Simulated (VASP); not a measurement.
Runs of VASP 6.6.1 on Si. It takes space group Fd-3m (No. 227, cubic). Conventional cell: a = 5.444 Å, b = 5.444 Å, c = 5.444 Å, α = 90.00°, β = 90.00°, γ = 90.00°. Around Si (site symmetry -43m) lie 4 Si at 2.36 Å. 

```csv
task,level,potentials or basis,cell,cutoff (eV),smearing,cutoff of the response function,frequency points,empty bands,GW scheme,GW iterations,other keys,gap on the mesh (eV),pressure (GPa)
single point,PBE0,"VASP PAW PBE potentials, release 64 (Si)",as given,520,gaussian 0.01 eV,-,-,-,-,-,shifted = yes,-,(a)
density of states,r2SCAN-EpsX+rVV10,"VASP PAW PBE potentials, release 64 (Si)",as given,520,tetrahedron,-,-,-,-,-,-,1.23,-0.5
relaxation of the atoms,PBE0+D4,"VASP PAW PBE potentials, release 64 (Si)","atoms relaxed from: atoms moved at random, drawn with an rms of 0.1 Å",520,fermi-dirac 0.1 eV,-,-,-,-,-,EDIFFG = 0.0001; IBRION = 1; POTIM = 0.2,2.04,-2.6
atomic charges,TPSSh,"VASP PAW PBE potentials, release 64 (Si)",as given,520,gaussian 0.05 eV,-,-,-,-,-,-,(b),0.3
```

Alike in all rows: no spin polarisation; k mesh 4 × 4 × 4; the mesh is coarse, so values aren't converged.

**Question.** Estimate the missing entries.

**Answer.** (a) -0.7; (b) 1.31.

Caveats: all runs use coarse meshes; the PAW data sets were made with another functional, which shifts forces and pressure a little.

A k mesh can miss the band edges.

Runs at the PBE level aren't shown here.
